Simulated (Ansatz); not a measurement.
**O: one input, then a changed one**

Structure from Materials Project entry mp-607540 (possibly hypothetical), not relaxed further.

First run: DFT, LDA, PAW with Ansatz's default frozen-core files, scalar-relativistic (Ansatz 0.2.0).

Command: `ansatz run input.yaml --threads 1 --pin off --max-ram 2048MiB --backend cpu --events-out ev --progress --plain --runs-dir out` The run took 26 s on 1 thread of Arm Neoverse N1, on a shared host.

```yaml
crystal:
  lattice:
    - [0.0, 1.889885, 3.898837]
    - [1.501773, 0.0, 3.898837]
    - [1.501773, 1.889885, 0.0]
  atoms:
    - { symbol: O, position: [0.421098, 0.421098, 0.578902] }
    - { symbol: O, position: [0.578902, 0.578902, 0.421098] }
kpoints:
  mp_grid: { grid: [14, 14, 14] }
  band_path:
    path:
      - [0.0, 0.0, 0.0]
      - [0.5, 0.0, 0.5]
      - [1.0, 0.5, 0.5]
      - [0.5, 0.5, 0.0]
      - [0.0, 0.0, 0.0]
      - [0.0, 0.4449539306, 0.4449539306]
      - [1.0, 0.5550460694, 0.5550460694]
      - [1.0, 0.5, 0.5]
      - [0.5, 0.0, 0.5]
    npoints: 14
scf:
  occupations: { method: fermi_dirac, width: 0.08 }
hamiltonian:
  xc: lda
  pseudopotentials: { kind: paw }
output:
  forces: true
  stress: true
  eigenvalues: true
  efg: { contact_densities: true }
  populations: true
  bader: true
  dos: { projected: true, de: 0.2, e_range: [-14, 8] }
  write_density: true
  write_potential: true
  elf: true
  volumetric_format: npy
```

Result: converged; pressure -11.86 GPa; largest force 2.279 eV/Å; no gap on the k mesh; 6 SCF iterations.

Solid oxygen carries moments on its molecules; these runs leave spin out.

The input is then changed:

```diff
@@ -8,5 +8,5 @@
     - { symbol: O, position: [0.578902, 0.578902, 0.421098] }
 kpoints:
-  mp_grid: { grid: [14, 14, 14] }
+  mp_grid: { grid: [5, 5, 5] }
   band_path:
     path:
@@ -32,9 +32,3 @@
   efg: { contact_densities: true }
   populations: true
-  bader: true
-  dos: { projected: true, de: 0.2, e_range: [-14, 8] }
-  write_density: true
-  write_potential: true
-  elf: true
-  volumetric_format: npy
```

(1) What does the second run give?

## Answers

(1) It converged; energy at zero smearing +30.2 meV/atom from the first run; pressure -11.09 GPa; largest force 2.279 eV/Å; no gap on the k mesh; 6 SCF iterations. Some of these settings are too coarse for converged properties.
